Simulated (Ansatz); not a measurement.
## Carriers in NaI (Fm-3m)

```
CELL_PARAMETERS angstrom
0.00000 3.20025 3.20025
3.20025 0.00000 3.20025
3.20025 3.20025 0.00000
ATOMIC_POSITIONS crystal
Na 0.00000 0.00000 0.00000
I 0.50000 0.50000 0.50000
```

Conventional cell: a = 6.401 Å, b = 6.401 Å, c = 6.401 Å, α = 90.00°, β = 90.00°, γ = 90.00°. Na (atom 1) is surrounded by 6 I at 3.20 Å. Around I (atom 2) lie 6 Na at 3.20 Å.

Unless marked otherwise, the numbers come from PBEsol, all-electron LAPW in Ansatz 0.2.0, scalar-relativistic. k mesh 8×8×8, fixed occupations, basis error target 1 meV/atom. The cell was relaxed by PAW under this functional.

Extrema are searched on a 10×10×10 mesh and refined by Newton steps; masses come from band slopes 0.005 Å⁻¹ away, 1/m* = (1/ħ²) d²E/dk², negative for holes (the finite step makes the lightest masses up to about 3 % heavy). k is in units of the reciprocal vectors.

(1) Where are the band edges, and is the gap direct?

(2) What are the electron masses at the edge?

(3) Several bands lie at or near the hole edge, or its surface isn't an ellipsoid. What are the masses by direction?

(4) Along the Cartesian direction 001 the conduction slope is 0.1484 eV·Å one step out. What is it four steps out, and what does that say?

(5) What electronic dielectric constant and refractive index follow from the same bands (independent particles)?

(6) What gap does PAW give in the same cell?

(7) Cells strained by ±0.5 % (all lengths, zz alone, equal engineering shears γ in yz, zx, xy; ions relaxed) give deformation potentials. How do the edge levels move, in eV per unit strain against the centre of the top valence set?

Answers

(1) The valence maximum lies at Gamma (0.000, 0.000, 0.000) and the conduction minimum at Gamma (0.000, 0.000, 0.000), so the Kohn-Sham gap of 3.597 eV is direct.

(2) The principal masses are 0.257, 0.257, 0.257 mₑ. One valley has a density-of-states mass (m₁m₂m₃)^(1/3) = 0.257; the direction-averaged conductivity mass 3/Σ(1/mᵢ) is 0.257 mₑ.

(3) 

| direction | branch from the edge | its level at the point (eV from the edge) | m*/mₑ |
| --- | --- | --- | --- |
| 100 | 1 | 0.000 | -1.52 |
| 100 | 2 | 0.000 | -1.52 |
| 100 | 3 | 0.000 | -0.356 |
| 110 | 1 | 0.000 | -7.92 |
| 110 | 2 | 0.000 | -1.52 |
| 110 | 3 | 0.000 | -0.3 |
| 111 | 1 | 0.000 | -3.3 |
| 111 | 2 | 0.000 | -3.3 |
| 111 | 3 | 0.000 | -0.284 |
| 11-2 | 1 | 0.000 | -3.54 |
| 11-2 | 2 | 0.000 | -2.08 |
| 11-2 | 3 | 0.000 | -0.298 |

(4) 0.5918 eV·Å, 3.988 times the first; a parabola would give 4, so the band is nearly parabolic here.

(5) ε∞ = (3.90, 3.90, 3.90), so n ≈ √ε∞ = 1.98 (mean over directions) well under the gap and the normal reflectivity is ((n − 1)/(n + 1))² = 0.107. Local fields, left out here, lower ε∞ by several per cent.

(6) 3.598 eV, 1 meV from the LAPW value.

(7) 

```tsv
point	k	side	bands	level (eV)	d/dlnV	d/dε_zz	d/dγ	split/ε_zz	split/γ
Gamma	0.00 0.00 0.00	valence	3	0.000	0.00	0.00	0.00*	1.22	6.85
Gamma	0.00 0.00 0.00	conduction	1	3.597	-2.68	-2.68	0.00*	–	–
X	-0.50 0.00 -0.50	valence	2	-0.802	1.43	0.58	0.00*	4.15	6.54
X	-0.50 0.00 -0.50	conduction	1	4.471	-0.59	-1.03	0.00*	–	–
X	-0.50 -0.50 0.00	valence	2	-0.802	1.43	3.12	0.00*	0.00	6.54
X	-0.50 -0.50 0.00	conduction	1	4.471	-0.59	0.29	0.00*	–	–
L	-0.50 0.00 0.00	valence	2	-0.307	0.66	0.66	-1.28	1.84	3.73
L	-0.50 0.00 0.00	conduction	1	4.961	-0.18	-0.18	-1.35	–	–
L	-0.50 -0.50 -0.50	valence	2	-0.307	0.66	0.66	3.83	1.84	0.00
L	-0.50 -0.50 -0.50	conduction	1	4.961	-0.18	-0.18	4.04	–	–
```

For the triplet at Γ the single level moves against the pair by 3bε_zz and by 3√3 d (γ/2), so b = 0.41 eV and d = -2.64 eV.

Sets with another level within 0.15 eV are left out, since it mixes in under strain; the reference set stays in any case. Entries marked * vanish by symmetry to first order; what they show is the residue of the finite step. These cells use a basis error target of 0.5 meV/atom.

Caveats: no spin-orbit coupling on heavy atoms; semilocal gaps are low, and what follows the gap (onsets, screening, light masses) shifts with it; without spin-orbit coupling, bands that meet at the valence top are not the light and heavy holes of experiment; the frozen-core PAW files of the compared runs were fitted under PBE, their cores solved anew for this functional.
